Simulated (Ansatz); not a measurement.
## Mg under compression and expansion

Space group Im-3m (No. 229). a = 3.584 Å, b = 3.584 Å, c = 3.584 Å, α = 90.00°, β = 90.00°, γ = 90.00°
| atom | site | symmetry | x | y | z |
| --- | --- | --- | --- | --- | --- |
| Mg | 2a | m-3m | 0.0000 | 0.0000 | 0.0000 |

The runs use the primitive cell with vectors (-1.792, 1.792, 1.792), (1.792, -1.792, 1.792), (1.792, 1.792, -1.792) Å, to which the k mesh refers.

The structure comes from a relaxation in the same program, started in the bcc type, and has space group Im-3m. Whether it is a known phase or the ground state wasn't checked.

All numbers are computed: DFT, PBE, all-electron LAPW, scalar-relativistic (Ansatz 0.2.0); DFT, PBE, PAW with Ansatz's default frozen-core files, scalar-relativistic (Ansatz 0.2.0).

For LAPW: a Γ-centred 13×13×13 k mesh, Fermi–Dirac smearing of 0.05 eV, basis error target 0.25 meV/atom, no spin polarisation. PAW takes a cutoff of 420 eV at this cell. The Ansatz runs share mesh, smearing and spin set-up. Plane-wave (PAW) pressures include the program's estimate of the Pulay term.

The cell above is scaled evenly, with fractional coordinates and shape held.

(1) Estimate the equilibrium volume and bulk modulus that all-electron LAPW gives for this fixed shape.

## Answers

(1) V0 = 23.00 Å³/atom, B0 = 35 GPa, B0′ = 4.0, from a third-order Birch–Murnaghan fit to these pressures:
```json
{"V/V(cell)": "0.9600", "V (Å³/atom)": "22.092", "P, LAPW (GPa)": "1.51", "P, PAW (GPa)": "1.53", "free energy over the lowest listed, PAW (meV/atom)": "4.3"}
{"V/V(cell)": "0.9800", "V (Å³/atom)": "22.553", "P, LAPW (GPa)": "0.71", "P, PAW (GPa)": "0.73", "free energy over the lowest listed, PAW (meV/atom)": "1.0"}
{"V/V(cell)": "1.0000", "V (Å³/atom)": "23.013", "P, LAPW (GPa)": "-0.02", "P, PAW (GPa)": "0.00", "free energy over the lowest listed, PAW (meV/atom)": "0.0"}
{"V/V(cell)": "1.0200", "V (Å³/atom)": "23.473", "P, LAPW (GPa)": "-0.68", "P, PAW (GPa)": "-0.66", "free energy over the lowest listed, PAW (meV/atom)": "1.0"}
{"V/V(cell)": "1.0400", "V (Å³/atom)": "23.933", "P, LAPW (GPa)": "-1.27", "P, PAW (GPa)": "-1.25", "free energy over the lowest listed, PAW (meV/atom)": "3.7"}
```
